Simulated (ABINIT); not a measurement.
# CdSe (F-43m) in ABINIT: settings compared

One crystal, CdSe, is run at these levels: PBE, PBE0; tasks: single point.

Everything below comes from runs of ABINIT 10.8.3 (patched build). Logs are shortened: lines on timing, memory, paths and dates and some standing lists are left out, and cuts for length are marked. The log counts tension as positive stress, the text compression.

**1. The crystal as given**

Symmetry: F-43m, No. 216, cubic system. The conventional cell has a = 6.141 Å, b = 6.141 Å, c = 6.141 Å, α = 90.00°, β = 90.00°, γ = 90.00°. Cd (site symmetry -43m) has 4 Se at 2.66 Å as nearest neighbours. Se (site symmetry -43m) has 4 Cd at 2.66 Å as nearest neighbours.

Measurements of this composition are mostly on another form, of space group No. 186.

**2. Single point, PBE**

Input file run.abi:

```
# Pseudopotentials
pp_dirpath "./"
pseudos "Cd_ONCV_PBE-1.2.upf, Se_ONCV_PBE-1.2.upf"

# Structure
acell 4.3420191692 4.3420191692 4.3420191692 Angstrom
rprim
     0.0000000000     0.7071067812     0.7071067812
     0.7071067812     0.0000000000     0.7071067812
     0.7071067812     0.7071067812     0.0000000000
ntypat 2
znucl 48 34
natom 2
typat 1 2
xcart
     0.0000000000     0.0000000000     0.0000000000
     1.5351355993     1.5351355993     1.5351355993 Angstrom

# Plane-wave basis
ecut 489.804952 eV

# k points
kptopt 1
ngkpt 6 6 6
nshiftk 1
shiftk 0.0 0.0 0.0

# Exchange and correlation
ixc 11

# Bands and occupations
nband 15
occopt 1

# SCF cycle
nstep 100
tolvrs 1.0e-10
diemac 6.0

# Output
iomode 3
prtwf 0
prtden 0
prteig 0
prtebands 0
enunit 2
```

Potentials or basis: SG15 NC PBE v1.2.

On the command line:

```console
mpirun --bind-to none -np 8 abinit run.abi > log 2>&1
```

run.abo:

```text
.Version 10.8.3 of ABINIT
 Symmetries : space group F-4 3 m (#216); Bravais cF (face-center cubic)
================================================================================
 Values of the parameters that define the memory need of the present run
     intxc =       0    ionmov =       0      iscf =       7    lmnmax =       6
     lnmax =       6     mgfft =      32  mpssoang =       3    mqgrid =    3001
     natom =       2  nloc_mem =       1    nspden =       1   nspinor =       1
    nsppol =       1      nsym =      24    n1xccc =       0    ntypat =       2
    occopt =       1   xclevel =       2
       mpw =        1435          nfft =       32768          nkpt =          16
================================================================================
================================================================================

--------------------------------------------------------------------------------
------------- Echo of variables that govern the present computation ------------
--------------------------------------------------------------------------------
 -outvars: echo values of preprocessed input variables --------
            acell      8.2052270632E+00  8.2052270632E+00  8.2052270632E+00 Bohr
              amu      1.12411000E+02  7.89600000E+01
           diemac      6.00000000E+00
             ecut      1.80000000E+01 Hartree
           enunit           2
              ixc          11
         kptrlatt        6    0    0      0    6    0      0    0    6
          kptrlen      4.92313624E+01
            natom           2
            nband          15
            ngfft          32      32      32
             nkpt          16
            nstep         100
             nsym          24
           ntypat           2
           prtden           0
        prtebands           0
           prteig           0
            prtwf           0
            rprim      0.0000000000E+00  7.0710678120E-01  7.0710678120E-01
                       7.0710678120E-01  0.0000000000E+00  7.0710678120E-01
                       7.0710678120E-01  7.0710678120E-01  0.0000000000E+00
          spgroup         216
           tolvrs      1.00000000E-10
            typat      1  2
           xangst      0.0000000000E+00  0.0000000000E+00  0.0000000000E+00
                       1.5351355993E+00  1.5351355993E+00  1.5351355993E+00
            xcart      0.0000000000E+00  0.0000000000E+00  0.0000000000E+00
                       2.9009858488E+00  2.9009858488E+00  2.9009858488E+00
             xred      0.0000000000E+00  0.0000000000E+00  0.0000000000E+00
                       2.5000000000E-01  2.5000000000E-01  2.5000000000E-01
            znucl       48.00000   34.00000

================================================================================

 chkinp: Checking input parameters for consistency.

================================================================================
== DATASET  1 ==================================================================

--- !DatasetInfo
iteration_state: {dtset: 1, }
dimensions: {natom: 2, nkpt: 16, mband: 15, nsppol: 1, nspinor: 1, nspden: 1, mpw: 1435, }
cutoff_energies: {ecut:  18.0, pawecutdg:  -1.0, }
electrons: {nelect:   2.60000000E+01, charge:   0.00000000E+00, occopt:   1.00000000E+00, tsmear:   1.00000000E-02, }
meta: {optdriver: 0, ionmov: 0, optcell: 0, iscf: 7, paral_kgb: 0, }
...

 Exchange-correlation functional for the present dataset will be:
  GGA: Perdew-Burke-Ernzerhof functional - ixc=11
  J.P.Perdew, K.Burke, M.Ernzerhof, PRL 77, 3865 (1996)

 Real(R)+Recip(G) space primitive vectors, cartesian coordinates (Bohr,Bohr^-1):
 R(1)=  0.0000000  5.8019717  5.8019717  G(1)= -0.0861776  0.0861776  0.0861776
 R(2)=  5.8019717  0.0000000  5.8019717  G(2)=  0.0861776 -0.0861776  0.0861776
 R(3)=  5.8019717  5.8019717  0.0000000  G(3)=  0.0861776  0.0861776 -0.0861776
 Unit cell volume ucvol=  3.9062210E+02 bohr^3
 Angles (23,13,12)=  6.00000000E+01  6.00000000E+01  6.00000000E+01 degrees

 getcut: wavevector=  0.0000  0.0000  0.0000  ngfft=  32  32  32
         ecut(hartree)=     18.000   => boxcut(ratio)=   2.04201

--- Pseudopotential description ------------------------------------------------
- pspini: atom type   1  psp file is ./Cd_ONCV_PBE-1.2.upf
12 -101130 2 -1 602                           pspcod,pspxc,lmax,lloc,mmax
     nproj     2     2     2

- pspini: atom type   2  psp file is ./Se_ONCV_PBE-1.2.upf
12 -101130 2 -1 602                           pspcod,pspxc,lmax,lloc,mmax
     nproj     2     2     2

   1.37262112E+03                                ecore*ucvol(ha*bohr**3)
--------------------------------------------------------------------------------

================================================================================

--- !BeginCycle
iteration_state: {dtset: 1, }
solver: {iscf: 7, nstep: 100, nline: 4, wfoptalg: 0, }
tolerances: {tolvrs: 1.00E-10, }
...

     iter   Etot(hartree)      deltaE(h)  residm     vres2
 ETOT  1  -164.72837723737    -1.647E+02 1.285E-01 5.644E+01
 ETOT  2  -164.93234338085    -2.040E-01 1.604E-02 1.056E+01
 ETOT  3  -164.93558076338    -3.237E-03 6.745E-04 2.194E-01
 ETOT  4  -164.93561078918    -3.003E-05 7.565E-05 3.176E-02
 ETOT  5  -164.93561563418    -4.845E-06 2.504E-05 2.332E-03
 ETOT  6  -164.93561629670    -6.625E-07 2.543E-06 2.589E-04
 ETOT  7  -164.93561633137    -3.467E-08 1.121E-06 1.066E-06
 ETOT  8  -164.93561633157    -1.953E-10 1.175E-07 1.392E-08
 ETOT  9  -164.93561633157     1.592E-12 5.417E-08 2.102E-10
 ETOT 10  -164.93561633157    -3.268E-12 1.080E-07 1.292E-11

 At SCF step   10       vres2   =  1.29E-11 < tolvrs=  1.00E-10 =>converged.

 Cartesian components of stress tensor (hartree/bohr^3)
  sigma(1 1)= -4.47528707E-05  sigma(3 2)=  0.00000000E+00
  sigma(2 2)= -4.47528707E-05  sigma(3 1)=  0.00000000E+00
  sigma(3 3)= -4.47528707E-05  sigma(2 1)=  0.00000000E+00

--- !ResultsGS
iteration_state: {dtset: 1, }
comment   : Summary of ground state results
lattice_vectors:
- [  0.0000000,   5.8019717,   5.8019717, ]
- [  5.8019717,   0.0000000,   5.8019717, ]
- [  5.8019717,   5.8019717,   0.0000000, ]
lattice_lengths: [   8.20523,    8.20523,    8.20523, ]
lattice_angles: [ 60.000,  60.000,  60.000, ] # degrees, (23, 13, 12)
lattice_volume:   3.9062210E+02
convergence: {deltae: -3.268E-12, res2:  1.292E-11, residm:  1.080E-07, diffor: null, }
etotal    :  -1.64935616E+02
entropy   :   0.00000000E+00
fermie    :   1.14706173E-01
cartesian_stress_tensor: # hartree/bohr^3
- [ -4.47528707E-05,   0.00000000E+00,   0.00000000E+00, ]
- [  0.00000000E+00,  -4.47528707E-05,   0.00000000E+00, ]
- [  0.00000000E+00,   0.00000000E+00,  -4.47528707E-05, ]
pressure_GPa:   1.3167E+00
xred      :
- [  0.0000E+00,   0.0000E+00,   0.0000E+00, Cd]
- [  2.5000E-01,   2.5000E-01,   2.5000E-01, Se]
cartesian_forces: # hartree/bohr
- [  0.00000000E+00,   0.00000000E+00,   0.00000000E+00, ]
- [  0.00000000E+00,   0.00000000E+00,   0.00000000E+00, ]
force_length_stats: {min:   0.00000000E+00, max:   0.00000000E+00, mean:   0.00000000E+00, }
...

 Integrated electronic density in atomic spheres:
 ------------------------------------------------
 Atom  Sphere_radius  Integrated_density
    1        2.00000         17.01507088
    2        2.00000          3.23749790
================================================================================

 ----iterations are completed or convergence reached----

 Mean square residual over all n,k,spin=   47.385E-11; max=  10.802E-08
 reduced coordinates (array xred) for    2 atoms
       0.000000000000      0.000000000000      0.000000000000
       0.250000000000      0.250000000000      0.250000000000
 rms dE/dt=  8.4145E-30; max dE/dt=  8.4145E-30; dE/dt below (all hartree)
    1       0.000000000000      0.000000000000     -0.000000000000
    2       0.000000000000      0.000000000000     -0.000000000000

 cartesian coordinates (angstrom) at end:
    1      0.00000000000000     0.00000000000000     0.00000000000000
    2      1.53513559932086     1.53513559932086     1.53513559932086

 cartesian forces (hartree/bohr) at end:
    1      0.00000000000000     0.00000000000000     0.00000000000000
    2      0.00000000000000     0.00000000000000     0.00000000000000
 frms,max,avg= 0.0000000E+00 0.0000000E+00   0.000E+00  0.000E+00  0.000E+00 h/b

 cartesian forces (eV/Angstrom) at end:
    1      0.00000000000000     0.00000000000000     0.00000000000000
    2      0.00000000000000     0.00000000000000     0.00000000000000
 frms,max,avg= 0.0000000E+00 0.0000000E+00   0.000E+00  0.000E+00  0.000E+00 e/A
 length scales=  8.205227063230  8.205227063230  8.205227063230 bohr
              =  4.342019169200  4.342019169200  4.342019169200 angstroms
 Fermi (or HOMO) energy (hartree) =   0.11471   Average Vxc (hartree)=  -0.32437
 Eigenvalues (hartree) for nkpt=  16  k points:
 kpt#   1, nband= 15, wtk=  0.00463, kpt=  0.0000  0.0000  0.0000 (reduced coord)
  -3.62155   -2.18998   -2.18998   -2.18998   -0.34241   -0.17387   -0.17387   -0.17387
  -0.16121   -0.16121    0.11471    0.11471    0.11471    0.13448    0.33289
 prteigrs : prtvol=0 or 1, do not print more k-points.

 Fermi (or HOMO) energy (eV) =   3.12131   Average Vxc (eV)=  -8.82643
 Eigenvalues (   eV  ) for nkpt=  16  k points:
 kpt#   1, nband= 15, wtk=  0.00463, kpt=  0.0000  0.0000  0.0000 (reduced coord)
 -98.54735  -59.59248  -59.59248  -59.59248   -9.31744   -4.73114   -4.73114   -4.73114
  -4.38680   -4.38680    3.12131    3.12131    3.12131    3.65937    9.05842
 prteigrs : prtvol=0 or 1, do not print more k-points.

--- !EnergyTerms
iteration_state     : {dtset: 1, }
comment             : Components of total free energy in Hartree
kinetic             :  5.05685555329542E+01
hartree             :  5.64364708061759E+01
xc                  : -1.59447778654789E+01
Ewald energy        : -9.44275761458301E+01
psp_core            :  3.51393613190189E+00
local_psp           : -1.49471173785161E+02
non_local_psp       : -1.56110510061331E+01
total_energy        : -1.64935616331571E+02
total_energy_eV     : -4.48812676171732E+03
band_energy         : -2.24342336257381E+01
...

 Cartesian components of stress tensor (hartree/bohr^3)
  sigma(1 1)= -4.47528707E-05  sigma(3 2)=  0.00000000E+00
  sigma(2 2)= -4.47528707E-05  sigma(3 1)=  0.00000000E+00
  sigma(3 3)= -4.47528707E-05  sigma(2 1)=  0.00000000E+00

-Cartesian components of stress tensor (GPa)         [Pressure=  1.3167E+00 GPa]
- sigma(1 1)= -1.31667491E+00  sigma(3 2)=  0.00000000E+00
- sigma(2 2)= -1.31667491E+00  sigma(3 1)=  0.00000000E+00
- sigma(3 3)= -1.31667491E+00  sigma(2 1)=  0.00000000E+00

== END DATASET(S) ==============================================================
================================================================================

 -outvars: echo values of variables after computation  --------
            acell      8.2052270632E+00  8.2052270632E+00  8.2052270632E+00 Bohr
           etotal     -1.6493561633E+02
            fcart      0.0000000000E+00  0.0000000000E+00  0.0000000000E+00
                       0.0000000000E+00  0.0000000000E+00  0.0000000000E+00
            rprim      0.0000000000E+00  7.0710678120E-01  7.0710678120E-01
                       7.0710678120E-01  0.0000000000E+00  7.0710678120E-01
                       7.0710678120E-01  7.0710678120E-01  0.0000000000E+00
           strten     -4.4752870680E-05 -4.4752870680E-05 -4.4752870680E-05
                       0.0000000000E+00  0.0000000000E+00  0.0000000000E+00
           xangst      0.0000000000E+00  0.0000000000E+00  0.0000000000E+00
                       1.5351355993E+00  1.5351355993E+00  1.5351355993E+00
             xred      0.0000000000E+00  0.0000000000E+00  0.0000000000E+00
                       2.5000000000E-01  2.5000000000E-01  2.5000000000E-01
 Calculation completed.
```

It took 4 s on 8 MPI ranks of Intel Xeon Platinum 8259CL at 2.50GHz (Skylake/Cascade Lake), shared host; peak memory 0.48 GiB.

What came out:

```
Free energy                                           : -4488.1268 eV
Pressure                                              : 1.3 GPa
Band gap on the k mesh                                : 0.54 eV, direct
Valence electrons inside the program's atomic spheres : Cd 17.02; Se 3.24
```

Expect the measured gap to be larger: semilocal functionals such as PBE lack the derivative discontinuity.

**3. Single point, PBE0**

run.abi, as its differences from that of step 2:

```diff
@@ -28,3 +28,3 @@
 # Exchange and correlation
-ixc 11
+ixc 41
 
@@ -35,5 +35,5 @@
 # SCF cycle
-nstep 100
-tolvrs 1.0e-10
+nstep 60
 diemac 6.0
+toldfe 1.0e-7
```

Potentials or basis: SG15 NC PBE v1.2.

On the command line:

```console
mpirun --bind-to none -np 8 abinit run.abi > log 2>&1
```

Run time: 39 min. Hardware: 8 MPI ranks of Intel Xeon Platinum 8259CL at 2.50GHz (Skylake/Cascade Lake), shared host; peak memory 0.96 GiB.

It converged, with:

| Quantity | Value |
| --- | --- |
| Free energy | -4487.7368 eV |
| Pressure | -0.4 GPa |
| Band gap on the k mesh | 1.90 eV, direct |
| Valence electrons inside the program's atomic spheres | Cd 17.02; Se 3.24 |

Levels at points of the mesh, in eV from the valence-band top:
```tsv
k point	band 10	band 11	band 12	band 13	band 14	band 15
(0.00, 0.00, 0.00)	-8.57	0.00	0.00	0.00	1.90	7.59
(0.50, 0.00, 0.00)	-8.27	-4.68	-0.80	-0.80	3.83	8.10
(0.50, 0.50, 0.00)	-8.19	-4.38	-1.95	-1.95	4.61	5.26
```

Caveat: the potentials were made for another functional, which shifts forces and pressure.
